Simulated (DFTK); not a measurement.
Crystal: BP.

```
P B
1.0
     0.00000    2.26900    2.26900
     2.26900    0.00000    2.26900
     2.26900    2.26900    0.00000
P B
1 1
Cartesian
  3.4035 3.4035 3.4035
  0.0000 0.0000 0.0000
```

Base run:

| Item | Value |
| --- | --- |
| Program | DFTK 0.8.2 |
| Functional | PBEsol |
| Potentials or basis | SG15 1.2 (PBE) |
| Cutoff | 1225 eV |
| k mesh | 10 × 10 × 10 |
| Occupations | fermi-dirac, width 0.05 eV |
| Spin | no spin polarisation |

Its results: band gap on the k mesh 1.13 eV, indirect (least direct gap 3.37 eV).

Task: The run is repeated on the same cell with these changes: functional from PBEsol to BJ06. What comes out?

Result: Band gap on the k mesh 1.47 eV, indirect (least direct gap 3.80 eV).

Caveats: the program leaves the constant c of mgga_x_tb09 at 1, so the potential is Becke-Johnson's (BJ06) and not Tran and Blaha's, with levels but no total energy (some runs).
